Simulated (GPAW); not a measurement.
Crystal: Ru.

```
CELL_PARAMETERS angstrom
2.70580 0.00000 0.00000
-1.35290 2.34329 0.00000
0.00000 0.00000 4.28190
ATOMIC_POSITIONS crystal
Ru 0.66667 0.33333 0.75000
Ru 0.33333 0.66667 0.25000
```

* Program: GPAW 26.7.0
* Task: relaxation of cell and atoms
* Functional: PBEsol
* Dispersion: D4
* Potentials or basis: PAW data sets generated in the run's folder for this functional
* Cutoff: 600 eV
* Basis: pw
* k mesh: 8 × 8 × 5
* Occupations: fermi-dirac, width 0.05 eV
* Spin: no spin polarisation

At the start: pressure -10.8 GPa; volume 13.57 Å³/atom.

Problem. Where does the relaxation end?

Solution. Over 4 steps the energy falls by 14.3 meV/atom and the volume is 13.14 Å³/atom (-3.2 %); space group P6_3/mmc (No. 194, to 0.05 Å).

The path:
| step | energy change (eV) | largest force (eV/Å) | pressure (GPa) | volume (Å³) |
| --- | --- | --- | --- | --- |
| 1 | 0.0000 | 0.0000 | -10.75 | 27.15 |
| 2 | -0.0243 | 0.0000 | -4.53 | 26.62 |
| 3 | -0.0285 | 0.0000 | 0.22 | 26.26 |
| 4 | -0.0286 | 0.0000 | 0.00 | 26.28 |

Final structure:
```
Ru
1.0
     2.67748    0.00000    0.00000
    -1.33874    2.31876    0.00000
     0.00000    0.00000    4.23252
Ru
2
Direct
  0.66667 0.33333 0.75000
  0.33333 0.66667 0.25000
```

Caveat: later steps reuse the first step's grids; pairwise dispersion overbinds metals, which lowers pressure and volume.
